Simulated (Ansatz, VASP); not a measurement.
**One calculation of Co, two programs**

File INCAR:

```
SYSTEM = Co
PREC = Accurate
ENCUT = 520
EDIFF = 1E-7
ISMEAR = -1
SIGMA = 0.05
LREAL = .FALSE.
LASPH = .TRUE.
NELM = 120
ALGO = Normal
ISIF = 2
LWAVE = .FALSE.
LCHARG = .FALSE.
ISPIN = 2
MAGMOM = 2 2
LORBIT = 11
LMAXMIX = 4
GGA = PS
NBANDS = 20
```

Contents of KPOINTS:

```
Automatic mesh
0
G
  12 12 7
  0 0 0
```

The input POSCAR:

```
Co
1.0
    2.5204827983      0.0000000000      0.0000000000
   -1.2602413992      2.1828021331      0.0000000000
    0.0000000000      0.0000000000      4.1000100648
Co
2
Direct
    0.6666666667      0.3333333333      0.7500000000
    0.3333333333      0.6666666667      0.2500000000
```

File input.yaml:

```yaml
crystal:
  lattice:
    - [2.5204827983, 0.0, 0.0]
    - [-1.2602413992, 2.1828021331, 0.0]
    - [0.0, 0.0, 4.1000100648]
  atoms:
    - { symbol: Co, position: [0.6666666667, 0.3333333333, 0.75], spin: 2.0 }
    - { symbol: Co, position: [0.3333333333, 0.6666666667, 0.25], spin: 2.0 }
hamiltonian:
  xc: pbesol
  pseudopotentials: { kind: paw }
magnetization:
  spin_polarized: true
kpoints:
  mp_grid: { grid: [12, 12, 7] }
scf:
  occupations: { method: fermi_dirac, width: 0.05 }
output:
  forces: true
  stress: true
  eigenvalues: true
  write_density: true
  write_potential: true
  elf: true
  volumetric_format: npy
```

Change from the starting cell: volume scaled by 1.06.

Alike in both runs: task single point; functional PBEsol; k mesh 12 × 12 × 7; occupations fermi-dirac, width 0.05 eV; collinear spin, ferromagnetic start.

|  | VASP | Ansatz |
| --- | --- | --- |
| version | VASP 6.6.1 | Ansatz 0.2.0 |
| potentials or method | VASP PAW PBE potentials, release 64 (Co) | Ansatz PAW |
| plane-wave cutoff (eV) | 520 | 420 |
| valence electrons in the cell | 18 | 34 |

Ansatz gave:

```
gap on the k mesh at the Fermi level (eV)                     : none
pressure (GPa)                                                : -16.5
largest component of the traceless stress (GPa)               : 1.56
net moment per atom (μB)                                      : 1.66
size of the moment on the site where the two differ most (μB) : 1.73
```

**Question.** What did VASP give for the same quantities?

**Answer.** gap on the k mesh at the Fermi level (eV): none; pressure (GPa): -16.9; largest component of the traceless stress (GPa): 1.61; net moment per atom (μB): 1.65; size of the moment on the site where the two differ most (μB): 1.67.

Site moments also hang on the region over which each program counts them. A gap of «none» marks a metal or a gap that the smearing closes. The two sets of potentials don't hold the same shells in valence.

Caveats: the PAW data sets were made with another functional, which shifts forces and pressure a little (VASP); the PAW data sets come from PBE, with cores solved anew for the run's functional, which leaves a small shift of forces and pressure (Ansatz).
